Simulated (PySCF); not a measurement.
Compound: methyl methacrylate, C5H8O2.
Structure used (PBE0-D3(BJ)/def2-SVP), in Å, numbered top down from 1:
```
atom  x, y, z in Å
C1    -2.0778    1.1247   -0.1560
C2    -1.1785    0.1395   -0.0434
C3    -1.5170   -1.3182   -0.0441
C4     0.2537    0.5479    0.0931
O5     0.6540    1.6840    0.0939
O6     1.0504   -0.5262    0.2152
C7     2.4434   -0.3108    0.3503
H8    -3.1450    0.9121   -0.2578
H9    -1.7483    2.1663   -0.1484
H10   -2.5992   -1.4693   -0.1563
H11   -0.9996   -1.8428   -0.8621
H12   -1.1868   -1.7997    0.8891
H13    2.7684   -0.7097    1.3223
H14    2.9584   -0.8567   -0.4531
H15    2.6722    0.7613    0.2885
```

Jobs on this species (15 atoms, 54 electrons) with PySCF (density fitting). Hardware of each: Arm Neoverse V1, one thread, shared host. Other jobs ran on the host; a repeat could differ by tens of per cent or more.

| level and settings | work | basis functions | SCF cycles | wall time |
| --- | --- | --- | --- | --- |
| HF/def2-SVPD | 10 singlets by TDHF, 4 Tamm–Dancoff triplets, polarisability, ΔSCF ions | 210 | ? | ? |
| PBE/def2-SVPD | 10 singlets by full TDDFT, 4 Tamm–Dancoff triplets, polarisability, ΔSCF ions | 210 | 17 | 3.6 min |
| BHandHLYP/def2-SVPD | 10 singlets by full TDDFT, 4 Tamm–Dancoff triplets, polarisability, ΔSCF ions | 210 | 13 | 2.2 min |
| PBE0/def2-SVPD | 10 singlets by full TDDFT, 4 Tamm–Dancoff triplets, polarisability, ΔSCF ions | 210 | 14 | 3.4 min |
| PBE0-D3(BJ)/def2-SVP, grid level 1 | geometry optimisation from a GFN2-xTB start | 138 | 52 | 50 s |
| PBE0/6-31+G* | 10 singlets by full TDDFT, 4 Tamm–Dancoff triplets, polarisability | 142 | 14 | 34 s |
| PBE0/aug-cc-pVDZ | 10 singlets by full TDDFT, 4 Tamm–Dancoff triplets, polarisability | 233 | 14 | 71 s |
| LDA/def2-SVPD | 10 singlets by full TDDFT, 4 Tamm–Dancoff triplets, polarisability, ΔSCF ions | 210 | 16 | 2.2 min |
| B3LYP/def2-SVPD | 10 singlets by full TDDFT, 4 Tamm–Dancoff triplets, polarisability, ΔSCF ions | 210 | 14 | 3.3 min |

Problem. Fill in the missing figures.

Solution. 
- HF/def2-SVPD; 10 singlets by TDHF, 4 Tamm–Dancoff triplets, polarisability, ΔSCF ions: 19 s, 12 SCF cycles

Problem. What do all jobs in the table cost together?

Solution. About 18 min; the longest takes about 20 % of that, and about 11 times as long as the shortest.
